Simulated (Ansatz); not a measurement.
# HfN: further runs on the relaxed cell

An exercise on one series of results from a longer session: the logs are not shown, and one member is left open.

Method: DFT PBEsol, scalar-relativistic, plane waves, PAW, in Ansatz 0.2.0.

1 further run of the same task is left out (set aside as unsound or not needed).

## The system as given

It takes space group Fm-3m (No. 225, cubic). The conventional cell has a = 4.502 Å, b = 4.502 Å, c = 4.502 Å, α = 90.00°, β = 90.00°, γ = 90.00°. Hf (site symmetry m-3m) is surrounded by 6 N at 2.25 Å. N (site symmetry m-3m) has 6 Hf at 2.25 Å as nearest neighbours.

Coordinates:

```
Hf N
1.0
     0.00000    2.25087    2.25087
     2.25087    0.00000    2.25087
     2.25087    2.25087    0.00000
Hf N
1 1
Direct
  0.00000 0.00000 0.00000
  0.50000 0.50000 0.50000
```

This cell was relaxed beforehand with the same method: volume 11.40 Å³/atom, gap on the mesh none (metal).

Set-up of the first run:

Input file input.yaml:

```yaml
crystal:
  lattice:
    - [0.0, 2.2508709312, 2.2508709312]
    - [2.2508709312, 0.0, 2.2508709312]
    - [2.2508709312, 2.2508709312, 0.0]
  atoms:
    - { symbol: Hf, position: [0.0, 0.0, 0.0] }
    - { symbol: "N", position: [0.5, 0.5, 0.5] }
basis:
  ecutwfc: 420
kpoints:
  mp_grid: { grid: [16, 16, 16] }
  band_path:
    path:
      - [[0.0, 0.0, 0.0], [0.5, 0.0, 0.5], [0.625, 0.25, 0.625]]
      - [[0.375, 0.375, 0.75], [0.0, 0.0, 0.0], [0.5, 0.5, 0.5], [0.5, 0.25, 0.75], [0.5, 0.0, 0.5]]
    npoints: 14
hamiltonian:
  xc: pbesol
scf:
  occupations: { method: gaussian, width: 0.1 }
  n_extra_bands: 6
output:
  forces: true
  stress: true
  eigenvalues: true
  populations: true
  dos: { projected: true, de: 0.02, nscf_kmesh: { grid: [24, 24, 24] } }
  bader: true
```

The run is started by

```console
$ ansatz run input.yaml --threads 1 --pin off --max-ram 2560MiB --backend cpu --events-out ev --progress --plain --runs-dir out
```

Steps of the session up to this table: Electronic structure at the relaxed geometry; Point at V/V0 = 0.97; The cell scaled to 1.03 of its volume; Volume × 0.94; The cell scaled to 1.06 of its volume.

One of the session's tables, all rows but one given; the rest of the session is left out.

It belongs to the step «Equation of state». 

```
volume (Å³/atom)  energy above the lowest point (meV/atom)  pressure (GPa)
          10.720                                      40.4           20.01
          11.062                                       9.5            9.19
          11.404                                       0.0           -0.04
          11.746                                         ?               ?
          12.088                                      33.0          -14.65
```

**Question.** Estimate the row for volume (Å³/atom) = 11.746.

Worked estimate for «energy above the lowest point (meV/atom)». A straight line through the neighbours (11.404, 0.0) and (12.088, 33.0) gives 0.0 + (33.0 − 0.0) × (11.746 − 11.404) / (12.088 − 11.404) = 16.5; a parabola fitted to 3 rows on both sides gives 7.8.

The run gave: energy above the lowest point (meV/atom): 8.7; pressure (GPa): -7.92. In «energy above the lowest point (meV/atom)» the line misses by +7.8 and the parabola by -0.9.

Limits of these values: Spin polarisation is off in the runs that give these values; a magnetic solution could lie lower.
